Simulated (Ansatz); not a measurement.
The cell is COD entry 1539555, as deposited and not checked against the literature; nothing was relaxed. It differs from other determinations.

ZrSe2: DFT, PBE, all-electron LAPW, scalar-relativistic (Ansatz 0.2.0).

Command: `ansatz run input.yaml --threads 1 --pin off --max-ram 4096MiB --backend cpu --events-out ev --progress --plain --runs-dir out` The run took 50 s on 1 thread of Arm Neoverse V2, with other jobs on the host, peak memory 0.43 GiB.

```yaml
crystal:
  lattice:
    - [3.7979980586, 0.0, 0.0]
    - [-1.8989990293, 3.2891628022, 0.0]
    - [0.0, 0.0, 6.192]
  atoms:
    - { symbol: Zr, position: [0.0, 0.0, 0.0] }
    - { symbol: Se, position: [0.3333333333, 0.6666666667, 0.25] }
    - { symbol: Se, position: [0.6666666667, 0.3333333333, 0.75] }
kpoints:
  mp_grid: { grid: [8, 8, 5] }
  band_path:
    path:
      - [0.0, 0.0, 0.0]
      - [0.5, 0.0, 0.0]
      - [0.3333333333, 0.3333333333, 0.0]
      - [0.0, 0.0, 0.0]
      - [0.0, 0.0, 0.5]
      - [0.5, 0.0, 0.5]
      - [0.3333333333, 0.3333333333, 0.5]
      - [0.0, 0.0, 0.5]
      - [0.5, 0.0, 0.5]
    npoints: 14
scf:
  occupations: { method: fermi_dirac, width: 0.01 }
hamiltonian:
  xc: pbe
  pseudopotentials: { kind: all_electron, lapw: { basis_error: 0.001 } }
output:
  forces: true
  stress: true
  eigenvalues: true
  populations: true
  dos: { projected: true, de: 0.2, e_range: [-14, 8] }
```

Output:

```
Zr: projections on atomic orbitals take those of the free atom 1s2 2s2 2p6 3s2 3p6 3d10 4s2 4p6 4d2 5s2, of charge +0.00 (hamiltonian.pseudopotentials.projection_atoms)
Se: projections on atomic orbitals take those of the free atom 1s2 2s2 2p6 3s2 3p6 3d10 4s2 4p4, of charge +0.00 (hamiltonian.pseudopotentials.projection_atoms)
LAPW: plane waves up to 7.855 Å⁻¹, error target 1.0e-3 eV per atom; small_component_spin mean_spin; Se in spheres of 1.333 Å, 24 of its electrons in bands, Dirac shells []; Zr in spheres of 1.351 Å, 30 of its electrons in bands, Dirac shells []
Engine: ansatz 0.2.0
Pseudopotentials: kind: all_electron
Pseudopotential: Zr, LAPW, valence charge 30, Koelling and Harmon's equation, gaussian nucleus
Pseudopotential: Se, LAPW, valence charge 24, Koelling and Harmon's equation, gaussian nucleus
Functional definition: PBE
  parameter kappa = 0.804
  parameter beta = 0.06672455060314922
  exchange = pbe_x(kappa = kappa, mu = beta*pi^2/3)
  correlation = pbe_c(beta = beta)
Crystal: 3 atoms, lattice volume = 77.352 Å³
Basis set: ecut = 235.06655042072407 eV, 627 PW (Γ), exchange–correlation at level 2
Bands: 47, of which v1, the nominal top of the filled ones, is band 39 counted from 1 (38 counted from 0)
Symmetry: 12 space group operations
Space group: P-3m1 (ITA 164), of the structure as read, at distance tolerance 4.3e-5 Å
k-points: 40 of 320
Non-local potential: Zr, projectors of the file, none
Non-local potential: Se, projectors of the file, none
Initial density: superposition of atomic densities (chi_scale 0.1, normalization cell, long waves kept (reshape's long-wave potential 0.17 eV rms))
Initial wavefunctions: plane waves of lowest kinetic energy (no species holds an atomic orbital)
Functional: x = pbe(κ = 0.804, μ = 0.2195149727645171), c = pbe(β = 0.06672455060314922)
iter 1 solved again at ethr=1.73e-3 eV; its pass at ethr=1.00e-1 eV (dr2=1.35e0 eV) is discarded
SCF iter   1: F=—  HF=-230182.925876 eV  |F-HF|=—  |Δ(HF+E_count)|=         —  Δρ=3.36e-2  dr2=1.35e0  ethr=1.73e-3  ⟨swp⟩=2.0  Hψ=11764  notcnv=0
preconditioner: auto → Resta (q_TF=auto, 2.732 Å⁻¹)  ε∞=3.9  [insulator: Δε(μ)=1.010 eV  Ē_g=9.985 eV  σ=0.010 eV  W_gap=1.00  n_scr=22 (ndim 8)  ℏωp=16.9 eV  f_vac=0.157  D(μ)=0.00/eV (n_scr^D=0)  ε∞_Penn≈3.9]
SCF iter   2: F=—  HF=-230182.531326 eV  |F-HF|=—  |Δ(HF+E_count)|=   3.95e-1  Δρ=1.48e-2  dr2=3.72e-1  ethr=1.73e-3  ⟨swp⟩=2.1  Hψ=5884  notcnv=0
SCF iter   3: F=—  HF=-230182.494378 eV  |F-HF|=—  |Δ(HF+E_count)|=   3.69e-2  Δρ=1.01e-2  dr2=1.25e-1  ethr=4.77e-4  ⟨swp⟩=2.9  Hψ=5945  notcnv=0
iter 4 solved again at ethr=7.58e-6 eV; its pass at ethr=1.60e-4 eV (dr2=5.91e-3 eV) is discarded
SCF iter   4: F=—  HF=-230182.484377 eV  |F-HF|=—  |Δ(HF+E_count)|=         —  Δρ=1.94e-3  dr2=5.91e-3  ethr=7.58e-6  ⟨swp⟩=2.0  Hψ=9689  notcnv=0
the basis was enlarged: its passes take 246.2 KiB over the memory plan, 1 of 1 planned eigensolver slots
SCF iter   5: F=—  HF=-230182.487206 eV  |F-HF|=—  |Δ(HF+E_count)|=   2.83e-3  Δρ=6.24e-4  dr2=5.11e-4  ethr=7.58e-6  ⟨swp⟩=2.5  Hψ=5946  notcnv=0
SCF iter   6: F=—  HF=-230182.487086 eV  |F-HF|=—  |Δ(HF+E_count)|=   1.20e-4  Δρ=3.02e-4  dr2=9.06e-5  ethr=6.55e-7  ⟨swp⟩=2.9  Hψ=5759  notcnv=0
SCF iter   7: F=—  HF=-230182.487217 eV  |F-HF|=—  |Δ(HF+E_count)|=   1.31e-4  Δρ=1.01e-4  dr2=1.50e-5  ethr=1.16e-7  ⟨swp⟩=3.0  Hψ=5928  notcnv=0
SCF iter   8: F=—  HF=-230182.487246 eV  |F-HF|=—  |Δ(HF+E_count)|=   2.91e-5  Δρ=2.93e-5  dr2=1.04e-6  ethr=1.92e-8  ⟨swp⟩=3.0  Hψ=5911  notcnv=0
SCF iter   9: F=—  HF=-230182.487249 eV  |F-HF|=—  |Δ(HF+E_count)|=   2.37e-6  Δρ=7.15e-6  dr2=6.16e-8  ethr=1.33e-9  ⟨swp⟩=3.0  Hψ=5880  notcnv=0
SCF iter  10: F=-230182.487249 eV  HF=-230182.487249 eV  |F-HF|=4.77e-9  |Δ(HF+E_count)|=   1.31e-7  Δρ=3.29e-6  dr2=1.88e-8  ethr=7.90e-11  ⟨swp⟩=3.0  Hψ=5847  notcnv=0
SCF 1 converged in 10 iterations: F = -230182.487249 eV  dr2 = 1.88e-8
NSCF: frozen V_eff on 113 k-points
SCF converged after 10 iterations
Free energy (F): -230182.487249 eV
Harris-Foulkes:  -230182.487249 eV  (|F-HF|=4.77e-9)
Internal energy: -230182.487249 eV  (E = F + TS)
E sigma→0 (E₀):  -230182.487249 eV
Fermi energy:    9.803224 eV
--- Per-component energies (eV) ---
  E_band       = -7490.274833
  E_kinetic    = 236541.561816
  E_xc         = -7902.975960
  E_electrostatic = -458821.073105  (all electrons and nuclei)
  E_smearing   = -0.000000  (= −TS)
  E_closure    = 0.000000  (closes the sum)
  E_atoms      = -230164.155555  (free atoms, spherical and without spin; not in F)
  Σ components = -230182.487249   (vs F -230182.487249, Δ=0.00e0)
  Basis errors (estimates in eV, not in F): energy 4.3e-4 per atom: plane waves 3.9e-4 (2.2e-4 summed), levels above the bands 0.0e0, relativity 4.0e-8, radial functions 4.5e-5, core shells 2.4e-10; eigenvalues (radial functions only) 1.3e-6; not estimated: angular momenta, meshes, grids; target (lapw.basis_error) 1.0e-3; muffin-tin radii Se 1.333 Å, Zr 1.351 Å
--- Forces (eV/Å), atoms counted from 1 ---
  atom   1  Zr     0.00000000    -0.00000000     0.00000000
  atom   2  Se     0.00000000    -0.00000000     0.28409070
  atom   3  Se    -0.00000000     0.00000000    -0.28409070
  max |Σ_I F_I| component: 2.10e-30 eV/Å
--- Stress (GPa, compression-positive) ---
        1.371899       0.000000       0.000000
        0.000000       1.371899      -0.000000
        0.000000      -0.000000       3.084476
  P = ⅓ Tr σ = 1.9428 GPa (19.428 kbar)
--- Band table (eV; the first three rows and the last of 40) ---
  k-point 0: bands = ["-389.9574", "-302.8391", "-302.8391", "-302.8359", "-197.5962", "-197.5962", "-160.0077", "-160.0077", "-160.0062", "-159.9869", "-159.9869", "-137.0649", "-137.0649", "-137.0628", "-137.0628", "-137.0628", "-137.0628", "-39.8566", "-37.2869", "-37.2869", "-37.2868", "-37.2868", "-37.2809", "-37.2807", "-37.2795", "-37.2795", "-37.2793", "-37.2793", "-17.9095", "-17.7978", "-17.7978", "-3.6028", "-2.3482", "4.9346", "6.8807", "6.8807", "9.5522", "9.5522", "9.6062", "10.6617", "10.6617", "11.1935", "13.9440", "13.9440", "14.3621", "14.6666", "18.5707"]
  k-point 1: bands = ["-389.9574", "-302.8391", "-302.8391", "-302.8359", "-197.5962", "-197.5962", "-160.0077", "-160.0077", "-160.0062", "-159.9869", "-159.9869", "-137.0649", "-137.0649", "-137.0628", "-137.0628", "-137.0628", "-137.0628", "-39.8566", "-37.2870", "-37.2870", "-37.2868", "-37.2868", "-37.2809", "-37.2807", "-37.2795", "-37.2795", "-37.2793", "-37.2793", "-17.9096", "-17.7978", "-17.7978", "-3.5317", "-2.4584", "5.2130", "6.8964", "6.8964", "8.8899", "9.4941", "9.4941", "10.6525", "10.6525", "11.4161", "14.0743", "14.0743", "14.7789", "14.9694", "18.6497"]
  k-point 2: bands = ["-389.9574", "-302.8391", "-302.8391", "-302.8359", "-197.5962", "-197.5962", "-160.0077", "-160.0077", "-160.0062", "-159.9869", "-159.9869", "-137.0649", "-137.0649", "-137.0628", "-137.0628", "-137.0628", "-137.0628", "-39.8566", "-37.2871", "-37.2871", "-37.2867", "-37.2867", "-37.2808", "-37.2808", "-37.2796", "-37.2796", "-37.2793", "-37.2793", "-17.9098", "-17.7978", "-17.7978", "-3.3763", "-2.6748", "5.8616", "6.9227", "6.9227", "7.7959", "9.4029", "9.4029", "10.6370", "10.6370", "11.5581", "14.2964", "14.2964", "15.0538", "16.0940", "18.5208"]
  k-point 39: bands = ["-389.9574", "-302.8391", "-302.8391", "-302.8359", "-197.5962", "-197.5962", "-160.0077", "-160.0077", "-160.0062", "-159.9869", "-159.9869", "-137.0649", "-137.0649", "-137.0628", "-137.0628", "-137.0628", "-137.0628", "-39.8460", "-37.2870", "-37.2869", "-37.2868", "-37.2837", "-37.2805", "-37.2804", "-37.2793", "-37.2792", "-37.2791", "-37.2790", "-17.9470", "-17.8961", "-17.8604", "-2.4987", "-2.3489", "5.5863", "5.9334", "6.5998", "7.1855", "7.5030", "7.8613", "11.1295", "11.9122", "12.0198", "13.9833", "14.7890", "16.4387", "17.2576", "17.8125"]
--- Löwdin populations: 3 sites ---
  site symbol       q [e]
     0     Zr     39.2698
     1     Se     34.3050
     2     Se     34.3050
  spilling = 0.001113 (of n_electrons = 108.000000)
```

populations.tsv:

```
# site	symbol	l	j	q
# orbitals = lowdin
# n_electrons = 108.000000
# spilling = 0.001113
# projection_atom_Zr: 1s2 2s2 2p6 3s2 3p6 3d10 4s2 4p6 4d2 5s2
# projection_atom_Se: 1s2 2s2 2p6 3s2 3p6 3d10 4s2 4p4
0	Zr	0_1S	-	1.999999
0	Zr	0_2S	-	1.999939
0	Zr	0_3S	-	1.998867
0	Zr	0_4S	-	1.973890
0	Zr	0_5S	-	0.535808
0	Zr	1_2P	-	6.000000
0	Zr	1_3P	-	5.999979
0	Zr	1_4P	-	5.995179
0	Zr	2_3D	-	9.999979
0	Zr	2_4D	-	2.766173
1	Se	0_1S	-	1.999994
1	Se	0_2S	-	1.999725
1	Se	0_3S	-	1.994228
1	Se	0_4S	-	1.804355
1	Se	1_2P	-	5.999996
1	Se	1_3P	-	5.998874
1	Se	1_4P	-	4.508553
1	Se	2_3D	-	9.999278
2	Se	0_1S	-	1.999994
2	Se	0_2S	-	1.999725
2	Se	0_3S	-	1.994228
2	Se	0_4S	-	1.804355
2	Se	1_2P	-	5.999996
2	Se	1_3P	-	5.998874
2	Se	1_4P	-	4.508553
2	Se	2_3D	-	9.999278
```
